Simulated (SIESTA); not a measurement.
NbAs under changes of volume

One of the cells (17.395 Å³/atom); the others are scaled copies at fixed shape and fractional positions:

```
Nb As
1.0
    -1.72585    1.72585    5.84000
     1.72585   -1.72585    5.84000
     1.72585    1.72585   -5.84000
Nb As
2 2
Direct
  0.50000 0.00000 0.50000
  0.75000 0.75000 0.00000
  0.91600 0.41600 0.50000
  0.16600 0.16600 0.00000
```

| Property | Result |
| --- | --- |
| Program | SIESTA 5.4.2 |
| Functional | PBEsol |
| Potentials or basis | PseudoDojo 0.4 standard (PBEsol files) |
| Basis | DZP (energy shift 0.003 Ry; two zetas on semicore shells) |
| Grid cutoff | 800 Ry |
| Energy shift | 0.003 Ry |
| k mesh | 11 × 11 × 11 |
| Occupations | fermi-dirac, width 0.05 eV |
| Spin | no spin polarisation |

```csv
volume (Å³/atom),energy over the lowest point (meV/atom),pressure (GPa),largest force (eV/Å)
16.351,41.64,13.0,0.432
16.699,18.62,8.4,0.409
17.047,?,?,?
17.395,0.00,0.4,0.340
17.743,2.78,-2.9,0.324
18.091,12.40,-5.9,0.304
```

Problem. What does the run at 17.047 Å³/atom give?

Solution. Energy over the lowest point 5.00 meV/atom; pressure 4.3 GPa; largest force 0.372 eV/Å.

Worked out: A Birch-Murnaghan fit of order 3 (a polynomial in V^(-2/3)) to the other rows has its minimum at 17.44 Å³/atom with B0 = V·E''(V) = 175 GPa and B' = 4.1 at fixed shape and positions, which overstates the stiffness. It gives 5.04 meV/atom at 17.047 Å³/atom, against the run's 5.00, and -dE/dV = 4.2 GPa, against 4.3.

Energies are extrapolated to zero smearing.

Caveats: the basis of atomic orbitals isn't converged, which shifts pressures, moduli and gaps.
